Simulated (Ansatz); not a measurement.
## Structure optimisation: tellurium, trigonal tellurium

Computed with Ansatz, DFT, RPBE, plane waves (420 eV) with PAW, scalar-relativistic. (PAW data from PBE, frozen cores regenerated.)

k-point mesh 5×5×3, Fermi-Dirac smearing 0.05 eV, no spin polarisation. Cell and atoms relax.

Starting structure:

```cif
data_structure
_symmetry_space_group_name_H-M 'P 1'
_symmetry_Int_Tables_number 1
_cell_length_a 4.4540
_cell_length_b 4.4540
_cell_length_c 5.9240
_cell_angle_alpha 90.000
_cell_angle_beta 90.000
_cell_angle_gamma 120.000
_cell_volume 101.78
loop_
_atom_site_label
_atom_site_type_symbol
_atom_site_fract_x
_atom_site_fract_y
_atom_site_fract_z
_atom_site_occupancy
Te1 Te 0.26900 0.00000 0.33333 1
Te2 Te 0.00000 0.26900 0.66667 1
Te3 Te 0.73100 0.73100 0.00000 1
```

**Question.** The pressure at the start is 2.8 GPa. By how much does the volume change?

**Answer.** From 33.93 to 71.57 Å³ per atom, 111.0 %. The final cell has a = 6.549 Å, c = 5.780 Å (c/a = 0.883).

**Question.** How much energy does the relaxation gain?

**Answer.** 57.8 meV per atom.

This functional, with no dispersion term, lets the cell expand far past the measured one.
